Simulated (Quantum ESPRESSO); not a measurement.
# 2H-MoS2, 1 layer: a series in biaxial strain, part 5 of 8

Aim: how the results for 2H-MoS2, 1 layer change with biaxial strain.

Quantum ESPRESSO 7.5; plane-wave DFT, PBE, GBRV ultrasoft pseudopotentials.

So far. Step 3 (Relaxing the ions, -4 %): The relaxation lowers the energy by 13 meV an atom. Step 6 (Band structure, -4 %): Along this path the valence top lies at K and the conduction bottom between K and Γ.

### 7. Ground state, -4 %

Level of this step: plane-wave DFT, PBE, PseudoDojo fully relativistic norm-conserving pseudopotentials (Quantum ESPRESSO 7.5).

File m0.soc.in:

```
&control
  prefix = 'm0.soc'
  outdir = './out'
  pseudo_dir = './pseudo'
  calculation = 'scf'
  tprnfor = .true.
/
&system
  ibrav = 0
  nat = 3
  ntyp = 2
  ecutwfc = 72
  ecutrho = 288
  occupations = 'smearing'
  smearing = 'fd'
  degauss = 0.002
  noncolin = .true.
  lspinorb = .true.
  nbnd = 32
/
&electrons
  conv_thr = 1e-07
  mixing_beta = 0.4
  electron_maxstep = 120
  mixing_mode = 'plain'
/
ATOMIC_SPECIES
  S   32.0600  S.dojo-fr-pbe-0.4-standard.upf
  Mo  95.9500  Mo.dojo-fr-pbe-0.4-standard.upf
CELL_PARAMETERS angstrom
  3.05571195936000 0.00000000000000 0.00000000000000
  -1.52785598016000 2.64632418336000 0.00000000000000
  0.00000000000000 0.00000000000000 18.26259773800000
ATOMIC_POSITIONS crystal
  S   0.333333333300 0.666666666700 0.412007689100
  Mo  0.000000000000 0.000000000000 0.500000000000
  S   0.333333333300 0.666666666700 0.587992310900
K_POINTS automatic
  6 6 1 0 0 0
```

The run is started by

```
> OMP_NUM_THREADS=1 mpirun -n 4 pw.x -nk 2 -in m0.soc.in > m0.soc.out
```

Log:

```text
[banner, memory and clock lines left out]
Program PWSCF v.7.5 starts
[citation notice left out]

[...]
Message from routine setup:
[...]
bravais-lattice index     =            0
     lattice parameter (alat)  =       5.7745  a.u.
     unit-cell volume          =     996.5856 (a.u.)^3
     number of atoms/cell      =            3
     number of atomic types    =            2
     number of electrons       =        26.00
     number of Kohn-Sham states=           32
     kinetic-energy cutoff     =      72.0000  Ry
     charge density cutoff     =     288.0000  Ry
     scf convergence threshold =      1.0E-07
     mixing beta               =       0.4000
     number of iterations used =            8  plain     mixing
     Exchange-correlation= PBE
                           (   1   4   3   4   0   0   0)
     Non magnetic calculation with spin-orbit

[...]
PseudoPot. # 1 for S  read from file:
     ./pseudo/S.dojo-fr-pbe-0.4-standard.upf
     Pseudo is Norm-conserving + core correction, Zval =  6.0
     Generated using ONCVPSP code by D. R. Hamann
     Using radial grid of 1146 points, 10 beta functions with:
                l(1) =   0
                l(2) =   0
                l(3) =   1
                l(4) =   1
                l(5) =   1
                l(6) =   1
                l(7) =   2
                l(8) =   2
                l(9) =   2
               l(10) =   2

     PseudoPot. # 2 for Mo read from file:
     ./pseudo/Mo.dojo-fr-pbe-0.4-standard.upf
     Pseudo is Norm-conserving + core correction, Zval = 14.0
     Generated using ONCVPSP code by D. R. Hamann
     Using radial grid of 1640 points, 10 beta functions with:
                l(1) =   0
                l(2) =   0
                l(3) =   1
                l(4) =   1
                l(5) =   1
                l(6) =   1
                l(7) =   2
                l(8) =   2
                l(9) =   2
               l(10) =   2

     atomic species   valence    mass     pseudopotential
     S                 6.00    32.06000     S ( 1.00)
     Mo               14.00    95.95000     Mo( 1.00)

     12 Sym. Ops. (no inversion) found

[...]
number of k points=     7  Fermi-Dirac smearing, width (Ry)=  0.0020
[...]
Dense  grid:    82315 G-vectors     FFT dimensions: (  32,  32, 192)

     Initial potential from superposition of free atoms

     starting charge      25.9985, renormalised to      26.0000

     negative rho (up, down):  3.519E-05 0.000E+00
     Starting wfcs are   36 randomized atomic wfcs

     per-process dynamical memory:    74.4 Mb

     Self-consistent Calculation

     iteration #  1     ecut=    72.00 Ry     beta= 0.40
     Davidson diagonalization with overlap
     ethr =  1.00E-02,  avg # of iterations =  2.7

     negative rho (up, down):  2.498E-07 0.000E+00

     total energy              =    -184.75197131 Ry
     estimated scf accuracy    <       0.36324878 Ry

     iteration #  2     ecut=    72.00 Ry     beta= 0.40
[...]
negative rho (up, down):  1.320E-07 0.000E+00

[...]
total energy              =    -184.78530767 Ry
     estimated scf accuracy    <       0.67198421 Ry

     iteration #  3     ecut=    72.00 Ry     beta= 0.40
[...]
total energy              =    -184.87137005 Ry
     estimated scf accuracy    <       0.01476102 Ry

     iteration #  4     ecut=    72.00 Ry     beta= 0.40
[...]
total energy              =    -184.87422673 Ry
     estimated scf accuracy    <       0.01187766 Ry

     iteration #  5     ecut=    72.00 Ry     beta= 0.40
[...]
total energy              =    -184.87578447 Ry
     estimated scf accuracy    <       0.00062789 Ry

     iteration #  6     ecut=    72.00 Ry     beta= 0.40
[...]
total energy              =    -184.87577137 Ry
     estimated scf accuracy    <       0.00056046 Ry

     iteration #  7     ecut=    72.00 Ry     beta= 0.40
[...]
total energy              =    -184.87588043 Ry
     estimated scf accuracy    <       0.00005052 Ry

     iteration #  8     ecut=    72.00 Ry     beta= 0.40
[...]
total energy              =    -184.87588663 Ry
     estimated scf accuracy    <       0.00000157 Ry

     iteration #  9     ecut=    72.00 Ry     beta= 0.40
[...]
total energy              =    -184.87588737 Ry
     estimated scf accuracy    <       0.00000121 Ry

     iteration # 10     ecut=    72.00 Ry     beta= 0.40
[...]
End of self-consistent calculation

          k = 0.0000 0.0000 0.0000 ( 10311 PWs)   bands (ev):

   -60.6822 -60.6822 -36.3919 -36.3919 -34.0063 -34.0063 -33.7432 -33.7432
   -14.4085 -14.4085 -13.1620 -13.1620  -5.8886  -5.8886  -2.3380  -2.3380
    -2.2732  -2.2732  -2.1761  -2.1761  -1.1550  -1.1550  -1.0624  -1.0624
    -0.4495  -0.4495   3.1059   3.1059   3.1825   3.1825   3.2832   3.2832

          k = 0.0000 0.1925 0.0000 ( 10271 PWs)   bands (ev):

   -60.6664 -60.6664 -36.4277 -36.4277 -34.0296 -34.0296 -33.8292 -33.8292
   -13.9453 -13.9453 -12.9470 -12.9470  -5.3960  -5.3960  -3.1821  -3.1821
    -3.0962  -3.0962  -1.8294  -1.8294  -1.7381  -1.7381  -1.0994  -1.0994
    -0.5759  -0.5759   2.2807   2.2807   2.8497   2.8497   2.9018   2.9018

[...]
the Fermi energy is     0.7128 ev

!    total energy              =    -184.87588751 Ry
     estimated scf accuracy    <       0.00000003 Ry
     smearing contrib. (-TS)   =      -0.00000000 Ry
     internal energy E=F+TS    =    -184.87588751 Ry

     The total energy is F=E-TS. E is the sum of the following terms:
     one-electron contribution =   -1037.57056206 Ry
     hartree contribution      =     520.15260090 Ry
     xc contribution           =     -33.47253096 Ry
     ewald contribution        =     366.01460461 Ry

     convergence has been achieved in  10 iterations

     Forces acting on atoms (cartesian axes, Ry/au):

     atom    1 type  1   force =     0.00000000    0.00000000   -0.00161859
     atom    2 type  2   force =     0.00000000    0.00000000    0.00000000
     atom    3 type  1   force =     0.00000000    0.00000000    0.00161859

     Total force =     0.002289     Total SCF correction =     0.000231
     SCF correction compared to forces is large: reduce conv_thr to get better values

[...]
```

It took 22 s on 4 MPI ranks of Arm Neoverse V1, shared host; peak memory 0.62 GiB; 88 s of CPU time.

Read from the output:

| Item | Value |
| --- | --- |
| free energy | -2515.3646 eV |
| Fermi energy | 0.7128 eV |
| valence top, on the run's zero | 0.1506 eV |
| conduction bottom, on the run's zero | 1.774 eV |
| gap by band count | 1.623 eV |

### 8. Bands along a path, -4 %

File m0.soc.bands.in:

```
&control
  prefix = 'm0.soc.bands'
  outdir = './out'
  pseudo_dir = './pseudo'
  calculation = 'bands'
/
&system
  ibrav = 0
  nat = 3
  ntyp = 2
  ecutwfc = 72
  ecutrho = 288
  occupations = 'smearing'
  smearing = 'fd'
  degauss = 0.002
  noncolin = .true.
  lspinorb = .true.
  nbnd = 32
/
&electrons
  conv_thr = 1e-07
  mixing_beta = 0.4
  electron_maxstep = 120
  mixing_mode = 'plain'
/
ATOMIC_SPECIES
  S   32.0600  S.dojo-fr-pbe-0.4-standard.upf
  Mo  95.9500  Mo.dojo-fr-pbe-0.4-standard.upf
CELL_PARAMETERS angstrom
  3.05571195936000 0.00000000000000 0.00000000000000
  -1.52785598016000 2.64632418336000 0.00000000000000
  0.00000000000000 0.00000000000000 18.26259773800000
ATOMIC_POSITIONS crystal
  S   0.333333333300 0.666666666700 0.412007689100
  Mo  0.000000000000 0.000000000000 0.500000000000
  S   0.333333333300 0.666666666700 0.587992310900
K_POINTS crystal_b
4
  0.0000000000 0.0000000000 0.0000000000 10
  0.5000000000 0.0000000000 0.0000000000 10
  0.3333333333 0.3333333333 0.0000000000 10
  0.0000000000 0.0000000000 0.0000000000 1
```

The run is started by

```
> cp -r out/m0.soc.save out/m0.soc.bands.save
> cp out/m0.soc.xml out/m0.soc.bands.xml
> OMP_NUM_THREADS=1 mpirun -n 4 pw.x -nk 4 -in m0.soc.bands.in > m0.soc.bands.out
```

Log:

```text
[banner, memory and clock lines left out]
Program PWSCF v.7.5 starts
[citation notice left out]

[...]
Message from routine setup:
[...]
bravais-lattice index     =            0
     lattice parameter (alat)  =       5.7745  a.u.
     unit-cell volume          =     996.5856 (a.u.)^3
     number of atoms/cell      =            3
     number of atomic types    =            2
     number of electrons       =        26.00
     number of Kohn-Sham states=           32
     kinetic-energy cutoff     =      72.0000  Ry
     charge density cutoff     =     288.0000  Ry
     Exchange-correlation= PBE
                           (   1   4   3   4   0   0   0)
     Non magnetic calculation with spin-orbit

[...]
PseudoPot. # 1 for S  read from file:
     ./pseudo/S.dojo-fr-pbe-0.4-standard.upf
     Pseudo is Norm-conserving + core correction, Zval =  6.0
     Generated using ONCVPSP code by D. R. Hamann
     Using radial grid of 1146 points, 10 beta functions with:
                l(1) =   0
                l(2) =   0
                l(3) =   1
                l(4) =   1
                l(5) =   1
                l(6) =   1
                l(7) =   2
                l(8) =   2
                l(9) =   2
               l(10) =   2

     PseudoPot. # 2 for Mo read from file:
     ./pseudo/Mo.dojo-fr-pbe-0.4-standard.upf
     Pseudo is Norm-conserving + core correction, Zval = 14.0
     Generated using ONCVPSP code by D. R. Hamann
     Using radial grid of 1640 points, 10 beta functions with:
                l(1) =   0
                l(2) =   0
                l(3) =   1
                l(4) =   1
                l(5) =   1
                l(6) =   1
                l(7) =   2
                l(8) =   2
                l(9) =   2
               l(10) =   2

     atomic species   valence    mass     pseudopotential
     S                 6.00    32.06000     S ( 1.00)
     Mo               14.00    95.95000     Mo( 1.00)

     12 Sym. Ops. (no inversion) found

[...]
number of k points=    31  Fermi-Dirac smearing, width (Ry)=  0.0020
[...]
Dense  grid:    82315 G-vectors     FFT dimensions: (  32,  32, 192)

     The potential is recalculated from file :
     ./out/m0.soc.bands.save/charge-density

     Starting wfcs are   36 randomized atomic wfcs

     Band Structure Calculation
     Davidson diagonalization with overlap

     ethr =  3.85E-10,  avg # of iterations = 42.7

     End of band structure calculation

          k = 0.0000 0.0000 0.0000 ( 10311 PWs)   bands (ev):

   -60.6817 -60.6817 -36.3915 -36.3915 -34.0060 -34.0060 -33.7428 -33.7428
   -14.4097 -14.4097 -13.1631 -13.1631  -5.8893  -5.8893  -2.3387  -2.3387
    -2.2739  -2.2739  -2.1769  -2.1769  -1.1557  -1.1557  -1.0631  -1.0631
    -0.4497  -0.4497   3.1052   3.1052   3.1817   3.1817   3.2825   3.2825

          k = 0.0500 0.0289 0.0000 ( 10297 PWs)   bands (ev):

   -60.6801 -60.6801 -36.3949 -36.3949 -34.0078 -34.0078 -33.7520 -33.7520
   -14.3662 -14.3662 -13.1429 -13.1429  -5.8380  -5.8380  -2.4119  -2.4119
    -2.3206  -2.3206  -2.2332  -2.2332  -1.1941  -1.1941  -1.0462  -1.0462
    -0.4507  -0.4507   3.0630   3.0630   3.1346   3.1346   3.2146   3.2146

[...]
```

Run time: 83 s. Hardware: 4 MPI ranks; peak memory 0.61 GiB; 5.6 min of CPU time.

Numbers from this step:

```
valence top, on the run's zero : 0.1502 eV
```

Band numbers count within the set of bands kept for display. The electronic bands at the labelled points (eV, zero at the highest filled level of the SCF mesh; v1 is the highest filled band, c1 the lowest empty one):

```csv
point,v4,v3,v2,v1,c1,c2,c3,c4
Γ,-1.21,-1.21,-0.60,-0.60,2.95,2.95,3.03,3.03
halfway,-1.50,-1.50,-1.07,-1.07,1.91,1.91,2.45,2.45
M,-0.84,-0.84,-0.70,-0.70,2.65,2.65,2.98,2.98
halfway,-2.30,-2.29,-0.40,-0.28,2.43,2.47,3.24,3.27
K,-2.58,-2.56,-0.14,0.00,2.11,2.11,2.67,2.70
halfway,-1.24,-1.20,-0.95,-0.87,1.62,1.67,2.61,2.61
Γ,-1.21,-1.21,-0.60,-0.60,2.95,2.95,3.03,3.03
```

Along this path the valence top lies at K and the conduction bottom between K and Γ.

### 9. Relaxation with pw.x, -3 %

Level of this step: plane-wave DFT, PBE, GBRV ultrasoft pseudopotentials (Quantum ESPRESSO 7.5).

File m1.relax.in:

```
&control
  prefix = 'm1.relax'
  outdir = './out'
  pseudo_dir = './pseudo'
  nstep = 40
  forc_conv_thr = 0.0003
  calculation = 'relax'
  tstress = .true.
/
&system
  ibrav = 0
  nat = 3
  ntyp = 2
  ecutwfc = 50
  ecutrho = 250
  occupations = 'smearing'
  smearing = 'fd'
  degauss = 0.002
/
&electrons
  conv_thr = 1e-09
  mixing_beta = 0.4
  electron_maxstep = 120
  mixing_mode = 'plain'
/
&ions
/
ATOMIC_SPECIES
  S   32.0600  s_pbe_v1.4.uspp.F.UPF
  Mo  95.9500  mo_pbe_v1.uspp.F.UPF
CELL_PARAMETERS angstrom
  3.08754229227000 0.00000000000000 0.00000000000000
  -1.54377114662000 2.67389006027000 0.00000000000000
  0.00000000000000 0.00000000000000 18.26259773800000
ATOMIC_POSITIONS crystal
  S   0.333333333300 0.666666666700 0.414453300900
  Mo  0.000000000000 0.000000000000 0.500000000000
  S   0.333333333300 0.666666666700 0.585546699100
K_POINTS automatic
  12 12 1 0 0 0
```

The run is started by

```
> OMP_NUM_THREADS=1 mpirun -n 4 pw.x -nk 4 -in m1.relax.in > m1.relax.out
```

Log:

```text
[banner, memory and clock lines left out]
Program PWSCF v.7.5 starts
[...]
Message from routine setup:
[...]
number of electrons       =        26.00
     number of Kohn-Sham states=           17
     kinetic-energy cutoff     =      50.0000  Ry
     charge density cutoff     =     250.0000  Ry
[...]
number of k points=    19  Fermi-Dirac smearing, width (Ry)=  0.0020
[...]
Dense  grid:    68015 G-vectors     FFT dimensions: (  30,  30, 180)
[...]
negative rho (up, down):  2.215E-03 0.000E+00
     Starting wfcs are   21 randomized atomic wfcs
[...]
negative rho (up, down):  2.278E-03 0.000E+00
[...]
estimated scf accuracy    <       0.14552871 Ry
[...]
negative rho (up, down):  2.253E-03 0.000E+00
[...]
estimated scf accuracy    <       0.12189895 Ry
[...]
negative rho (up, down):  2.272E-03 0.000E+00
[...]
estimated scf accuracy    <       0.01173765 Ry
[...]
negative rho (up, down):  2.276E-03 0.000E+00
[...]
estimated scf accuracy    <       0.00118589 Ry
[...]
negative rho (up, down):  2.267E-03 0.000E+00
[...]
estimated scf accuracy    <       0.00018939 Ry
[...]
negative rho (up, down):  2.263E-03 0.000E+00
[...]
estimated scf accuracy    <       0.00000444 Ry
[...]
negative rho (up, down):  2.265E-03 0.000E+00
[...]
estimated scf accuracy    <       0.00000788 Ry
[...]
negative rho (up, down):  2.265E-03 0.000E+00
[...]
estimated scf accuracy    <       0.00000008 Ry
[...]
negative rho (up, down):  2.266E-03 0.000E+00
[...]
estimated scf accuracy    <       0.00000003 Ry
[...]
negative rho (up, down):  2.266E-03 0.000E+00
[...]
estimated scf accuracy    <       0.00000006 Ry
[...]
negative rho (up, down):  2.266E-03 0.000E+00
[...]
estimated scf accuracy    <          2.6E-09 Ry
[...]
negative rho (up, down):  2.266E-03 0.000E+00
[...]
estimated scf accuracy    <          1.0E-09 Ry
[...]
negative rho (up, down):  2.266E-03 0.000E+00
[...]
the Fermi energy is     0.8518 ev
!    total energy              =    -187.72477171 Ry
     estimated scf accuracy    <          1.0E-11 Ry
     smearing contrib. (-TS)   =      -0.00000000 Ry
     internal energy E=F+TS    =    -187.72477171 Ry
[...]
one-electron contribution =   -1030.33269848 Ry
     hartree contribution      =     516.38561761 Ry
     xc contribution           =     -36.42092411 Ry
     ewald contribution        =     362.64323327 Ry
     convergence has been achieved in  13 iterations
     negative rho (up, down):  2.266E-03 0.000E+00
[...]
Total force =     0.036155     Total SCF correction =     0.000004
[...]
negative rho (up, down):  2.266E-03 0.000E+00
[...]
negative rho (up, down):  2.256E-03 0.000E+00
[...]
negative rho (up, down):  2.256E-03 0.000E+00
[...]
estimated scf accuracy    <       0.00008794 Ry
[...]
negative rho (up, down):  2.258E-03 0.000E+00
[...]
estimated scf accuracy    <       0.00016878 Ry
[...]
negative rho (up, down):  2.260E-03 0.000E+00
[...]
estimated scf accuracy    <       0.00000407 Ry
[...]
negative rho (up, down):  2.260E-03 0.000E+00
[...]
estimated scf accuracy    <       0.00000149 Ry
[...]
negative rho (up, down):  2.260E-03 0.000E+00
[...]
estimated scf accuracy    <       0.00000012 Ry
[...]
negative rho (up, down):  2.260E-03 0.000E+00
[...]
estimated scf accuracy    <       0.00000006 Ry
[...]
negative rho (up, down):  2.259E-03 0.000E+00
[...]
estimated scf accuracy    <          3.4E-09 Ry
[...]
negative rho (up, down):  2.259E-03 0.000E+00
[...]
the Fermi energy is     0.8127 ev
!    total energy              =    -187.72580362 Ry
     estimated scf accuracy    <          1.5E-10 Ry
     smearing contrib. (-TS)   =      -0.00000000 Ry
     internal energy E=F+TS    =    -187.72580362 Ry
[...]
one-electron contribution =   -1026.57987440 Ry
     hartree contribution      =     514.52057031 Ry
     xc contribution           =     -36.39863067 Ry
     ewald contribution        =     360.73213115 Ry
     convergence has been achieved in   8 iterations
     negative rho (up, down):  2.259E-03 0.000E+00
[...]
Total force =     0.021018     Total SCF correction =     0.000033
[...]
negative rho (up, down):  2.259E-03 0.000E+00
[...]
negative rho (up, down):  2.248E-03 0.000E+00
[...]
negative rho (up, down):  2.248E-03 0.000E+00
[...]
estimated scf accuracy    <       0.00010914 Ry
[...]
negative rho (up, down):  2.250E-03 0.000E+00
[...]
estimated scf accuracy    <       0.00022684 Ry
[...]
negative rho (up, down):  2.252E-03 0.000E+00
[...]
estimated scf accuracy    <       0.00000490 Ry
[...]
negative rho (up, down):  2.252E-03 0.000E+00
[...]
estimated scf accuracy    <       0.00000174 Ry
[...]
negative rho (up, down):  2.252E-03 0.000E+00
[...]
estimated scf accuracy    <       0.00000012 Ry
[...]
negative rho (up, down):  2.252E-03 0.000E+00
[...]
estimated scf accuracy    <       0.00000007 Ry
[...]
negative rho (up, down):  2.252E-03 0.000E+00
[...]
estimated scf accuracy    <          3.6E-09 Ry
[...]
negative rho (up, down):  2.252E-03 0.000E+00
[...]
estimated scf accuracy    <          2.5E-10 Ry
[...]
negative rho (up, down):  2.252E-03 0.000E+00
[...]
estimated scf accuracy    <          1.2E-10 Ry
[...]
negative rho (up, down):  2.252E-03 0.000E+00
[...]
the Fermi energy is     0.7684 ev
!    total energy              =    -187.72631836 Ry
     estimated scf accuracy    <          2.7E-12 Ry
     smearing contrib. (-TS)   =      -0.00000000 Ry
     internal energy E=F+TS    =    -187.72631836 Ry
[...]
one-electron contribution =   -1022.45294961 Ry
     hartree contribution      =     512.46927330 Ry
     xc contribution           =     -36.37448262 Ry
     ewald contribution        =     358.63184057 Ry
     convergence has been achieved in  10 iterations
     negative rho (up, down):  2.252E-03 0.000E+00
[...]
Total force =     0.004973     Total SCF correction =     0.000003
[...]
negative rho (up, down):  2.252E-03 0.000E+00
[...]
negative rho (up, down):  2.248E-03 0.000E+00
[...]
negative rho (up, down):  2.248E-03 0.000E+00
[...]
estimated scf accuracy    <       0.00001067 Ry
[...]
negative rho (up, down):  2.249E-03 0.000E+00
[...]
estimated scf accuracy    <       0.00002337 Ry
[...]
negative rho (up, down):  2.249E-03 0.000E+00
[...]
estimated scf accuracy    <       0.00000047 Ry
[...]
negative rho (up, down):  2.249E-03 0.000E+00
[...]
estimated scf accuracy    <       0.00000017 Ry
[...]
negative rho (up, down):  2.249E-03 0.000E+00
[...]
estimated scf accuracy    <       0.00000001 Ry
[...]
negative rho (up, down):  2.249E-03 0.000E+00
[...]
estimated scf accuracy    <          7.9E-09 Ry
[...]
negative rho (up, down):  2.249E-03 0.000E+00
[...]
estimated scf accuracy    <          4.6E-10 Ry
[...]
negative rho (up, down):  2.249E-03 0.000E+00
[...]
the Fermi energy is     0.7545 ev
!    total energy              =    -187.72634977 Ry
     estimated scf accuracy    <          2.2E-11 Ry
     smearing contrib. (-TS)   =      -0.00000000 Ry
     internal energy E=F+TS    =    -187.72634977 Ry
[...]
one-electron contribution =   -1021.17389622 Ry
     hartree contribution      =     511.83335948 Ry
     xc contribution           =     -36.36707427 Ry
     ewald contribution        =     357.98126124 Ry
     convergence has been achieved in   8 iterations
     negative rho (up, down):  2.249E-03 0.000E+00
[...]
Total force =     0.000130     Total SCF correction =     0.000011
[...]
negative rho (up, down):  2.249E-03 0.000E+00
[...]
```

Run time: 62 s. Hardware: 4 MPI ranks; peak memory 0.54 GiB; 4.1 min of CPU time.

The steps of the relaxation:

```csv
step,energy less that of the first step (eV),largest force (eV/Å)
1,0.0000,0.6573
2,-0.0140,0.3821
3,-0.0210,0.0904
4,-0.0215,0.0024
```

The atoms that moved most (Å):

```csv
atom,dx,dy,dz,length
S3,0.000,0.000,0.033,0.033
S1,0.000,0.000,-0.033,0.033
```

The relaxed structure:

```
CELL_PARAMETERS angstrom
3.08754 0.00000 0.00000
-1.54377 2.67389 0.00000
0.00000 0.00000 18.26260
ATOMIC_POSITIONS crystal
S 0.33333 0.66667 0.41265
Mo 0.00000 0.00000 0.50000
S 0.33333 0.66667 0.58735
```

The relaxation lowers the energy by 7 meV an atom.

Numbers from this step:

```
free energy  : -2554.1471 eV
Fermi energy : 0.7545 eV
```

(Continued in part 6 of 8.)

[Logs are printed without paths, hosts, clocks, repeated set-up lines and the standing remarks that a program may print on its own settings, such as how far it seeks lower states.]

[Hosts, paths, dates, database ids (printed as entryN), source tags and the programs' standing remarks are cut or masked in the printed files.]

[Maps of the electrostatic potential energy from Ansatz leave out the sawtooth potential of an applied field or a dipole correction, so their vacuum need not be flat; planar profiles and work functions include it.]
